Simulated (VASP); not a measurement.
## VASP inputs for PbO (strained rocksalt)

INCAR

```
GGA = PE
EDIFF = 1E-7
ISIF = 2
NBANDS = 17
LCHARG = .FALSE.
IBRION = -1
ENCUT = 520
LREAL = .FALSE.
ISMEAR = -1
NELM = 120
PREC = Accurate
LASPH = .TRUE.
NSW = 0
SIGMA = 0.02
LWAVE = .FALSE.
```

KPOINTS

```
KPOINTS created by Atomic Simulation Environment
0
Gamma
8 8 8
0 0 0
```

KPOINTS_OPT

```
special points
9
Reciprocal
0.0000000000 0.0000000000 0.0000000000 1
0.5000000000 0.0000000000 0.5000000000 1
0.6250000000 0.2500000000 0.6250000000 1
0.3750000000 0.3750000000 0.7500000000 1
0.5000000000 0.5000000000 0.5000000000 1
0.5000000000 0.2500000000 0.7500000000 1
0.5000000000 0.4500000000 0.5500000000 1
-0.0801600000 0.4615070000 -0.0490720000 1
-0.0888670000 -0.0187170000 0.4615070000 1
```

POSCAR

```
Pb O
 1.0000000000000000
    -0.0650326115000000    2.6065174968000000    2.6065174968000000
     2.6065174968000000   -0.0650326115000000    2.6065174968000000
     2.5414848853000001    2.5414848853000001    0.0000000000000000
 Pb  O
   1   1
Cartesian
  0.0000000000000000  0.0000000000000000  0.0000000000000000
  2.5414848852999996  2.5414848852999996  2.6065174967999996
```

VASP ran with the recommended PBE PAW datasets (20 valence electrons in the cell).

**Question.** Predict the results.

**Answer.** gap between bands v and c -0.12 eV (bands overlap: a metal); least direct gap 0.00 eV; pressure 2.6 GPa.

Band v is the last that the valence electrons fill when counted band by band, and c is the next. Levels in eV from the top of v:

```
point    v−1      v     c   c+1
    Γ  -2.73  -2.58  7.93  7.96
    X  -3.73  -3.73  3.66  6.05
    K  -3.38  -2.39  3.05  3.77
    L  -2.31  -0.54  0.12  4.43
    W  -4.71  -1.24  3.48  3.90
```
